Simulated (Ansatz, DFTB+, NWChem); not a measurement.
Loss of C2H6: C4H8 → C2H2 + C2H6

Species: C4H8 (1-butene) `C=CCC`, singlet; C2H2 (acetylene) `C#C`, singlet; C2H6 (ethane) `CC`, singlet. 

Shapes, held fixed at every level: PBE0-D4/def2-TZVP. Flexible molecules stand in one conformer, not always the lowest. Programs: Ansatz 0.2.0, DFTB+ 25.1, NWChem 7.3.0. The zero-point and thermal change to 298 K, harmonic and unscaled (PBE0-D4/def2-TZVP), is -12.7 kJ/mol.

**What was measured.** Tabulated heats of formation (Active Thermochemical Tables): C4H8 0.0; C2H2 +228.3; C2H6 -83.8 kJ/mol, which give ΔH(298 K) = +144.6 kJ/mol.

```json
{"level": "DFTB2-D4", "kind": "semi-empirical", "ΔH (kJ/mol)": "+145.6", "computed − measured": "+1.0"}
{"level": "B3LYP/6-31G* (spherical functions)", "kind": "global hybrid", "ΔH (kJ/mol)": "+158.3", "computed − measured": "+13.7"}
{"level": "BHLYP-D4/def2-TZVPP", "kind": "global hybrid", "ΔH (kJ/mol)": "+157.8", "computed − measured": "+13.2"}
{"level": "PBE0-D4/def2-TZVPP", "kind": "global hybrid", "ΔH (kJ/mol)": "+171.8", "computed − measured": "+27.2"}
{"level": "r2SCAN0-D4/def2-TZVPP", "kind": "global hybrid", "ΔH (kJ/mol)": "+168.4", "computed − measured": "+23.8"}
{"level": "MP2/def2-SVP", "kind": "perturbation theory", "ΔH (kJ/mol)": "+149.8", "computed − measured": "+5.2"}
{"level": "MP2/def2-TZVPP", "kind": "perturbation theory", "ΔH (kJ/mol)": "+142.4", "computed − measured": "-2.1"}
{"level": "CCSD/def2-TZVPP", "kind": "coupled cluster or CI", "ΔH (kJ/mol)": "+143.5", "computed − measured": "-1.1"}
{"level": "CCSD(T)/CBS estimate", "kind": "coupled cluster or CI", "ΔH (kJ/mol)": "+144.8", "computed − measured": "+0.3"}
```

Nearest: CCSD(T)/CBS estimate (+0.3); farthest: PBE0-D4/def2-TZVPP (+27.2). 5 of 9 levels lie within 10 kJ/mol. The CBS estimate extrapolates MP2 from def2-TZVPP and def2-QZVPP and adds CCSD(T) − MP2 in the triple-zeta set, cores frozen.
